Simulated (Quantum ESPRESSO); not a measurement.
# TiB2 (P6/mmm) in Quantum ESPRESSO: notebook

Aim: see how the results for TiB2 move with the level of theory and the settings. Levels: PBEsol, PBE, LDA. Tasks: phonons.

Program: Quantum ESPRESSO 7.5. These are calculated values, not measurements. Logs are shortened: lines on timing, memory, paths and dates and some standing lists are left out, and cuts for length are marked.

### 1 The structure

Symmetry: P6/mmm, No. 191, hexagonal system. Conventional cell: a = 3.029 Å, b = 3.029 Å, c = 3.228 Å, α = 90.00°, β = 90.00°, γ = 120.00°. Ti (site symmetry 6/mmm) is surrounded by 12 B at 2.38 Å. B (site symmetry -6m2) is surrounded by 3 B at 1.75 Å.

### 2 Phonons, PBEsol

The input, pw.in:

```
&CONTROL
  calculation = 'scf'
  prefix = 'pwscf'
  outdir = './tmp'
  pseudo_dir = './pseudo'
  tprnfor = .true.
  tstress = .true.
  disk_io = 'low'
/
&SYSTEM
  ibrav = 0
  nat = 3
  ntyp = 2
  ecutwfc = 45
  ecutrho = 360
  nbnd = 15
  occupations = 'smearing'
  smearing = 'mv'
  degauss = 0.01999163
/
&ELECTRONS
  conv_thr = 6d-10
  electron_maxstep = 120
  mixing_beta = 0.5
/
ATOMIC_SPECIES
Ti    47.8670 ti_pbesol_v1.4.uspp.F.UPF
B     10.8100 b_pbesol_v1.4.uspp.F.UPF
CELL_PARAMETERS angstrom
   3.0292000000    0.0000000000    0.0000000000
  -1.5146000000    2.6233641531    0.0000000000
   0.0000000000    0.0000000000    3.2284000000
ATOMIC_POSITIONS crystal
Ti     0.0000000000    0.0000000000    0.0000000000
B      0.6666666667    0.3333333333    0.5000000000
B      0.3333333333    0.6666666667    0.5000000000
K_POINTS automatic
10 10 8 0 0 0
```

The input, relax.in:

```
&CONTROL
  calculation = 'vc-relax'
  prefix = 'pwscf'
  outdir = './tmp'
  pseudo_dir = './pseudo'
  tprnfor = .true.
  tstress = .true.
  disk_io = 'low'
  nstep = 40
  forc_conv_thr = 0.0001
  etot_conv_thr = 1d-06
/
&SYSTEM
  ibrav = 0
  nat = 3
  ntyp = 2
  ecutwfc = 45
  ecutrho = 360
  nbnd = 15
  occupations = 'smearing'
  smearing = 'mv'
  degauss = 0.01999163
/
&ELECTRONS
  conv_thr = 6d-10
  electron_maxstep = 120
  mixing_beta = 0.5
/
&IONS
  ion_dynamics = 'bfgs'
/
&CELL
  cell_dynamics = 'bfgs'
  press = 0
  press_conv_thr = 0.2
/
ATOMIC_SPECIES
Ti    47.8670 ti_pbesol_v1.4.uspp.F.UPF
B     10.8100 b_pbesol_v1.4.uspp.F.UPF
CELL_PARAMETERS angstrom
   3.0292000000    0.0000000000    0.0000000000
  -1.5146000000    2.6233641531    0.0000000000
   0.0000000000    0.0000000000    3.2284000000
ATOMIC_POSITIONS crystal
Ti     0.0000000000    0.0000000000    0.0000000000
B      0.6666666667    0.3333333333    0.5000000000
B      0.3333333333    0.6666666667    0.5000000000
K_POINTS automatic
10 10 8 0 0 0
```

The input, scf2.in:

```
&CONTROL
  calculation = 'scf'
  prefix = 'pwscf'
  outdir = './tmp'
  pseudo_dir = './pseudo'
  tprnfor = .true.
  tstress = .true.
  disk_io = 'low'
/
&SYSTEM
  ibrav = 0
  nat = 3
  ntyp = 2
  ecutwfc = 45
  ecutrho = 360
  nbnd = 15
  occupations = 'smearing'
  smearing = 'mv'
  degauss = 0.01999163
/
&ELECTRONS
  conv_thr = 1d-13
  electron_maxstep = 120
  mixing_beta = 0.5
  startingpot = 'file'
  startingwfc = 'file'
/
ATOMIC_SPECIES
Ti    47.8670 ti_pbesol_v1.4.uspp.F.UPF
B     10.8100 b_pbesol_v1.4.uspp.F.UPF
CELL_PARAMETERS angstrom
   3.0176255018    0.0000000000    0.0000000000
  -1.5088127509    2.6133403437    0.0000000000
   0.0000000000    0.0000000000    3.1879759431
ATOMIC_POSITIONS crystal
Ti     0.0000000000    0.0000000000    0.0000000000
B      0.6666666667    0.3333333333    0.5000000000
B      0.3333333333    0.6666666667    0.5000000000
K_POINTS automatic
10 10 8 0 0 0
```

The input, ph.in:

```
phonons of TiB2
&INPUTPH
  prefix = 'pwscf'
  outdir = './tmp'
  tr2_ph = 1d-16
  fildyn = 'dyn'
  niter_ph = 60
  alpha_mix(1) = 0.4
/
0.0000000000 0.0000000000 0.0000000000
```

The input, dynmat.in:

```
&INPUT
  fildyn = 'dyn'
  asr = 'crystal'
  filout = 'dynmat.disp'
  fileig = 'dynmat.eig'
/
```

Potentials or basis: GBRV 1.5 PBEsol.

Started as:

```bash
OMP_NUM_THREADS=1 pw.x -in pw.in > pw.out
OMP_NUM_THREADS=1 pw.x -in relax.in > relax.out
OMP_NUM_THREADS=1 pw.x -in scf2.in > scf2.out
OMP_NUM_THREADS=1 ph.x -in ph.in > ph.out
OMP_NUM_THREADS=1 dynmat.x -in dynmat.in > dynmat.out
```

pw.out:

```text
This program is part of the open-source Quantum ESPRESSO suite
     for quantum simulation of materials; please cite
[... 9 lines left out ...]
     --------------------
     sticks:   dense  smooth     PW     G-vecs:    dense   smooth      PW
     Sum         817     421    121                20005     7059    1239

     Using Slab Decomposition

     bravais-lattice index     =            0
     lattice parameter (alat)  =       5.7244  a.u.
     unit-cell volume          =     173.1293 (a.u.)^3
     number of atoms/cell      =            3
     number of atomic types    =            2
     number of electrons       =        18.00
     number of Kohn-Sham states=           15
     kinetic-energy cutoff     =      45.0000  Ry
     charge density cutoff     =     360.0000  Ry
     scf convergence threshold =      6.0E-10
     mixing beta               =       0.5000
     number of iterations used =            8  plain     mixing
     Exchange-correlation= SLA  PW   PSX  PSC
                           (   1   4  10   8   0   0   0)

     celldm(1)=   5.724358  celldm(2)=   0.000000  celldm(3)=   0.000000
     celldm(4)=   0.000000  celldm(5)=   0.000000  celldm(6)=   0.000000

     crystal axes: (cart. coord. in units of alat)
               a(1) = (   1.000000   0.000000   0.000000 )
               a(2) = (  -0.500000   0.866025   0.000000 )
               a(3) = (   0.000000   0.000000   1.065760 )

     reciprocal axes: (cart. coord. in units 2 pi/alat)
               b(1) = (  1.000000  0.577350 -0.000000 )
               b(2) = (  0.000000  1.154701  0.000000 )
               b(3) = (  0.000000 -0.000000  0.938298 )

     PseudoPot. # 1 for Ti read from file:
     ti_pbesol_v1.4.uspp.F.UPF
     Pseudo is Ultrasoft + core correction, Zval = 12.0
     Generated by new atomic code, or converted to UPF format
     Using radial grid of  851 points,  6 beta functions with:
                l(1) =   0
                l(2) =   0
                l(3) =   1
                l(4) =   1
                l(5) =   2
                l(6) =   2
     Q(r) pseudized with  6 coefficients,  rinner =    1.000   1.000   1.000
                                                       1.000   1.000

     PseudoPot. # 2 for B  read from file:
     b_pbesol_v1.4.uspp.F.UPF
     Pseudo is Ultrasoft + core correction, Zval =  3.0
     Generated by new atomic code, or converted to UPF format
     Using radial grid of  781 points,  4 beta functions with:
                l(1) =   0
                l(2) =   0
                l(3) =   1
                l(4) =   1
     Q(r) pseudized with  8 coefficients,  rinner =    1.100   1.100   1.100

     atomic species   valence    mass     pseudopotential
     Ti               12.00    47.86700     Ti( 1.00)
     B                 3.00    10.81000     B ( 1.00)

     24 Sym. Ops., with inversion, found

   Cartesian axes

     site n.     atom                  positions (alat units)
         1        Ti     tau(   1) = (   0.0000000   0.0000000   0.0000000  )
         2        B      tau(   2) = (   0.5000000   0.2886751   0.5328800  )
         3        B      tau(   3) = (  -0.0000000   0.5773503   0.5328800  )

     number of k points=    70  Marzari-Vanderbilt smearing, width (Ry)=  0.0200
                       cart. coord. in units 2pi/alat
        k(    1) = (   0.0000000   0.0000000   0.0000000), wk =   0.0025000
        k(    2) = (   0.0000000   0.0000000   0.1172872), wk =   0.0050000
        k(    3) = (   0.0000000   0.0000000   0.2345744), wk =   0.0050000
        k(    4) = (   0.0000000   0.0000000   0.3518616), wk =   0.0050000
        k(    5) = (   0.0000000   0.0000000  -0.4691488), wk =   0.0025000
        k(    6) = (   0.0000000   0.1154701   0.0000000), wk =   0.0150000
[... 62 lines left out ...]
        k(   69) = (   0.3000000   0.5196152   0.3518616), wk =   0.0300000
        k(   70) = (   0.3000000   0.5196152  -0.4691488), wk =   0.0150000

     Dense  grid:    20005 G-vectors     FFT dimensions: (  36,  36,  40)

     Smooth grid:     7059 G-vectors     FFT dimensions: (  25,  25,  27)

     Check: negative core charge=   -0.000010

     Initial potential from superposition of free atoms

     starting charge      16.9994, renormalised to      18.0000

     negative rho (up, down):  7.143E-04 0.000E+00
     Starting wfcs are   18 randomized atomic wfcs

     Self-consistent Calculation

     iteration #  1     ecut=    45.00 Ry     beta= 0.50
     Davidson diagonalization with overlap
     ethr =  1.00E-02,  avg # of iterations =  2.7

     negative rho (up, down):  8.533E-04 0.000E+00

     total energy              =    -131.82268678 Ry
     estimated scf accuracy    <       0.72250732 Ry

     iteration #  2     ecut=    45.00 Ry     beta= 0.50
     Davidson diagonalization with overlap
     ethr =  4.01E-03,  avg # of iterations =  2.7

     negative rho (up, down):  6.294E-04 0.000E+00

     total energy              =    -131.96240881 Ry
     estimated scf accuracy    <       0.65893432 Ry

     iteration #  3     ecut=    45.00 Ry     beta= 0.50
     Davidson diagonalization with overlap
     ethr =  3.66E-03,  avg # of iterations =  1.4

     negative rho (up, down):  5.916E-04 0.000E+00

     total energy              =    -132.10233614 Ry
     estimated scf accuracy    <       0.01800010 Ry

     iteration #  4     ecut=    45.00 Ry     beta= 0.50
     Davidson diagonalization with overlap
     ethr =  1.00E-04,  avg # of iterations =  2.5
[... 37 lines left out ...]
     negative rho (up, down):  5.652E-04 0.000E+00

     total energy              =    -132.10760188 Ry
     estimated scf accuracy    <          7.7E-10 Ry

     iteration #  9     ecut=    45.00 Ry     beta= 0.50
     Davidson diagonalization with overlap
     ethr =  4.26E-12,  avg # of iterations =  4.5

     negative rho (up, down):  5.652E-04 0.000E+00

     total energy              =    -132.10760188 Ry
     estimated scf accuracy    <          1.0E-09 Ry

     iteration # 10     ecut=    45.00 Ry     beta= 0.50
     Davidson diagonalization with overlap
     ethr =  4.26E-12,  avg # of iterations =  2.2

     negative rho (up, down):  5.652E-04 0.000E+00

     End of self-consistent calculation

          k = 0.0000 0.0000 0.0000 (   889 PWs)   bands (ev):

   -41.5994 -18.0603 -17.7470 -17.7470   1.6032  12.4828  12.4828  12.7750
    12.9290  16.9857  16.9857  18.7672  18.7672  20.8454  20.8454

          k = 0.0000 0.0000 0.1173 (   889 PWs)   bands (ev):

   -41.5972 -18.0908 -17.7446 -17.7446   1.8112  11.2246  12.6475  12.6475
    14.2704  16.5037  16.5037  18.4095  18.4095  21.6010  21.6010

          k = 0.0000 0.0000 0.2346 (   871 PWs)   bands (ev):

   -41.5919 -18.1638 -17.7387 -17.7387   2.3844   9.5497  13.1307  13.1307
    15.4565  15.6937  15.6937  17.4906  17.4906  21.8464  23.1599

          k = 0.0000 0.0000 0.3519 (   871 PWs)   bands (ev):

   -41.5865 -18.2358 -17.7329 -17.7329   3.1345   8.1102  13.8854  13.8854
    15.1035  15.1035  16.3362  16.3362  16.3604  21.7117  24.6896

          k = 0.0000 0.0000-0.4691 (   866 PWs)   bands (ev):

   -41.5843 -18.2654 -17.7304 -17.7304   3.5557   7.4560  14.5537  14.5537
    14.8947  14.8947  15.5113  15.5113  16.7257  21.6582  24.9428

          k = 0.0000 0.1155 0.0000 (   883 PWs)   bands (ev):

   -41.5941 -18.0536 -17.7877 -17.7562   1.7961  11.9416  12.4490  12.6236
    13.0264  16.9286  17.3117  18.0813  18.2106  21.4848  21.9394
[... 76 lines left out ...]
          k = 0.0000 0.4619 0.1173 (   895 PWs)   bands (ev):

   -41.5466 -18.1182 -18.0230 -17.8304   4.5229   7.3958  11.6670  11.7991
    12.9122  16.7955  17.3114  17.8762  18.9930  21.4062  23.0596

          k = 0.0000 0.4619 0.2346 (   883 PWs)   bands (ev):

   -41.5415 -18.1077 -18.0870 -17.8226   4.7546   7.5484  11.1774  11.4866
    12.7869  16.8397  17.3321  18.3694  19.4911  20.5016  23.0378

          k = 0.0000 0.4619 0.3519 (   879 PWs)   bands (ev):

   -41.5364 -18.1518 -18.0957 -17.8149   4.9333   7.9223  10.7758  10.9315
    12.5412  17.1049  17.6156  19.1327  19.3549  20.4847  22.2784

          k = 0.0000 0.4619-0.4691 (   882 PWs)   bands (ev):

   -41.5343 -18.1780 -18.0912 -17.8117   4.9877   8.2093  10.5487  10.6268
    12.4409  17.4883  17.7005  18.9526  19.5118  21.2134  21.3344

          k = 0.0000-0.5774 0.0000 (   880 PWs)   bands (ev):

   -41.5433 -18.1612 -17.9893 -17.8427   5.7196   5.9017  11.8318  11.8532
    12.7871  16.4242  17.8482  18.3297  18.4640  22.4929  22.6050

          k = 0.0000-0.5774 0.1173 (   878 PWs)   bands (ev):

   -41.5412 -18.1564 -18.0159 -17.8394   5.8200   5.9231  11.5586  11.8682
    12.7437  16.8960  17.4116  17.8739  19.2226  21.1740  23.3290

          k = 0.0000-0.5774 0.2346 (   892 PWs)   bands (ev):

   -41.5362 -18.1447 -18.0797 -17.8314   5.6281   6.4769  11.0266  11.9026
    12.4018  16.9066  17.9371  17.9851  19.7279  20.2697  22.8929

          k = 0.0000-0.5774 0.3519 (   890 PWs)   bands (ev):

   -41.5311 -18.1427 -18.1330 -17.8235   5.4429   7.1807  10.5998  11.6759
    11.9349  17.2102  18.0018  19.1478  19.7635  20.0806  21.7835

          k = 0.0000-0.5774-0.4691 (   888 PWs)   bands (ev):

   -41.5290 -18.1687 -18.1282 -17.8202   5.3681   7.5607  10.4430  11.2413
    11.9477  17.5774  18.0291  19.6012  19.7062  20.4579  20.8559

          k = 0.1000 0.1732 0.0000 (   876 PWs)   bands (ev):

   -41.5844 -18.0413 -17.8577 -17.7758   2.1738  11.1293  12.1201  12.4068
    13.3086  16.7501  17.4350  17.7798  17.9145  22.3393  22.7842

          k = 0.1000 0.1732 0.1173 (   877 PWs)   bands (ev):

   -41.5823 -18.0709 -17.8545 -17.7732   2.3611  11.2206  11.3896  12.1516
    14.0727  15.9701  17.2044  17.9298  18.3937  22.5179  22.6826

          k = 0.1000 0.1732 0.2346 (   878 PWs)   bands (ev):

   -41.5770 -18.1415 -17.8470 -17.7667   2.8682   9.9535  11.4569  12.2093
    14.9620  15.0991  16.7673  17.8402  18.4310  22.5005  23.0715

          k = 0.1000 0.1732 0.3519 (   875 PWs)   bands (ev):

   -41.5717 -18.2111 -17.8396 -17.7602   3.5025   8.7204  11.7175  12.2356
    14.5705  15.7008  16.7267  17.2711  17.8904  22.4634  23.8505

          k = 0.1000 0.1732-0.4691 (   882 PWs)   bands (ev):

   -41.5695 -18.2396 -17.8365 -17.7576   3.8347   8.1849  11.8320  12.2356
    14.4130  16.0481  16.9416  16.9734  17.3763  22.4526  24.2232

          k = 0.1000 0.2887 0.0000 (   883 PWs)   bands (ev):
[... 154 lines left out ...]
          k = 0.3000 0.5196 0.1173 (   900 PWs)   bands (ev):

   -41.5352 -18.0657 -18.0079 -17.9868   6.1273   7.2003   8.2530  12.5504
    13.3230  16.5234  16.8595  17.5916  21.4503  21.5949  25.2504

          k = 0.3000 0.5196 0.2346 (   894 PWs)   bands (ev):

   -41.5302 -18.0708 -18.0549 -17.9770   6.1270   7.1482   8.6607  12.1591
    12.6398  17.1656  17.8841  17.9270  20.6433  20.9836  24.3075

          k = 0.3000 0.5196 0.3519 (   876 PWs)   bands (ev):

   -41.5252 -18.1328 -18.0443 -17.9672   6.0843   7.0895   9.1810  11.8456
    12.1786  17.5229  18.5060  18.8282  19.9673  20.4484  22.7603

          k = 0.3000 0.5196-0.4691 (   876 PWs)   bands (ev):

   -41.5231 -18.1584 -18.0398 -17.9631   6.0578   7.0632   9.4374  11.7211
    12.0231  17.5975  19.0532  19.2116  19.5028  20.2091  22.1737

     the Fermi energy is    15.0401 ev

!    total energy              =    -132.10760188 Ry
     estimated scf accuracy    <          1.3E-10 Ry
     smearing contrib. (-TS)   =      -0.00033857 Ry
     internal energy E=F+TS    =    -132.10726332 Ry

     The total energy is F=E-TS. E is the sum of the following terms:
     one-electron contribution =     -29.68490488 Ry
     hartree contribution      =      24.20403529 Ry
     xc contribution           =     -24.00884187 Ry
     ewald contribution        =    -102.61755186 Ry

     convergence has been achieved in  10 iterations

     negative rho (up, down):  5.652E-04 0.000E+00

     Forces acting on atoms (cartesian axes, Ry/au):

     atom    1 type  1   force =     0.00000000    0.00000000    0.00000000
     atom    2 type  2   force =    -0.00000000    0.00000000    0.00000000
     atom    3 type  2   force =     0.00000000    0.00000000    0.00000000

     Total force =     0.000000     Total SCF correction =     0.000000

     Computing stress (Cartesian axis) and pressure

     negative rho (up, down):  5.652E-04 0.000E+00
          total   stress  (Ry/bohr**3)                   (kbar)     P=      -48.96
  -0.00027674   0.00000000   0.00000000          -40.71        0.00        0.00
   0.00000000  -0.00027674   0.00000000            0.00      -40.71        0.00
   0.00000000   0.00000000  -0.00044493            0.00        0.00      -65.45

=------------------------------------------------------------------------------=
   JOB DONE.
=------------------------------------------------------------------------------=
```

It took 3.4 min on 1 thread of Arm Neoverse V2, shared host; peak memory 0.12 GiB.

What came out:

```yaml
Free_energy: -1797.4245 eV
Relaxed_volume: 8.38 Å³/atom
Relaxed_cell: a = 3.018 Å, b = 3.018 Å, c = 3.188 Å, α = 90.00°, β = 90.00°, γ = 120.00°
Space_group_after_relaxing_to_0.05_Å: P6/mmm (No. 191)
Pressure_after_relaxing: 0.0 GPa
Band_gap_on_the_k_mesh: none (metal or under the smearing width)
Highest_phonon_frequency_at_Γ: 900 cm⁻¹
Most_unstable_mode: 22i cm⁻¹
```

Step by step:
| step | energy change (eV) | largest force (eV/Å) | pressure (GPa) | volume (Å³) |
| --- | --- | --- | --- | --- |
| 1 | 0.0000 | 0.0000 | -4.90 | 25.66 |
| 2 | -0.0081 | 0.0000 | 1.45 | 25.02 |
| 3 | -0.0091 | 0.0000 | 0.04 | 25.14 |
| 4 | -0.0092 | 0.0000 | -0.02 | 25.14 |
| 5 | -0.0092 | 0.0000 | 0.00 | 25.14 |

Final structure:
```cif
data_structure
_symmetry_space_group_name_H-M 'P 1'
_symmetry_Int_Tables_number 1
_cell_length_a 3.0176
_cell_length_b 3.0176
_cell_length_c 3.1880
_cell_angle_alpha 90.000
_cell_angle_beta 90.000
_cell_angle_gamma 120.000
_cell_volume 25.14
loop_
_atom_site_label
_atom_site_type_symbol
_atom_site_fract_x
_atom_site_fract_y
_atom_site_fract_z
_atom_site_occupancy
Ti1 Ti 0.00000 0.00000 0.00000 1
B1 B 0.66667 0.33333 0.50000 1
B2 B 0.33333 0.66667 0.50000 1
```

Phonon frequencies in cm⁻¹ (negative: imaginary):
| q point | frequencies |
| --- | --- |
| (0.000, 0.000, 0.000) | -22 -18 -18 524 524 526 540 900 900 |

Optical modes at Γ, degenerate ones joined:
```
cm⁻¹  components  symmetry  active in
 524           2       E1u         IR
 526           1       A2u         IR
 540           1       B1g     silent
 900           2       E2g      Raman
```

Caveat: the mesh is thin for the phonons of a metal.

(Continued in part 2 of 3.)
